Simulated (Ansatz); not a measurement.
Equation of state of Mg from a dense series

```xyz
1
Lattice="0.0000 2.2443 2.2443 2.2443 0.0000 2.2443 2.2443 2.2443 0.0000" Properties=species:S:1:pos:R:3 pbc="T T T"
Mg    0.0000    0.0000    0.0000
```

Structure from Materials Project entry mp-1056702 (possibly hypothetical), not relaxed further.

Computed with DFT, PBE, all-electron LAPW, scalar-relativistic (Ansatz 0.2.0).

Numerical set-up: a Γ-centred 16×16×16 k mesh, Fermi–Dirac smearing of 0.03 eV, basis error target 1 meV/atom, no spin polarisation.

The cell is scaled evenly. Fractional coordinates are held (clamped ions).

```json
{"V (Å³/atom)": "21.251", "P (GPa)": "3.51"}
{"V (Å³/atom)": "21.262", "P (GPa)": "3.48"}
{"V (Å³/atom)": "21.703", "P (GPa)": "2.53"}
{"V (Å³/atom)": "22.155", "P (GPa)": "1.63"}
{"V (Å³/atom)": "22.381", "P (GPa)": "1.22"}
{"V (Å³/atom)": "22.607", "P (GPa)": "0.83"}
{"V (Å³/atom)": "22.833", "P (GPa)": "0.45"}
{"V (Å³/atom)": "23.059", "P (GPa)": "0.09"}
{"V (Å³/atom)": "23.512", "P (GPa)": "-0.58"}
```

Question: Fit a third-order Birch–Murnaghan curve to the pressures.

Answer: P = (3B0/2)(y^(7/2) − y^(5/2))[1 + (3/4)(B0′ − 4)(y − 1)] with y = (V0/V)^(2/3) fits within 0.01 GPa for V0 = 23.118 Å³/atom, B0 = 35.4 GPa and B0′ = 3.85.

Question: Predict the pressure at the withheld volume, 23.964 Å³/atom.

Answer: There y = 0.9763, so the fit gives -1.19 GPa; the run gave -1.18 GPa.
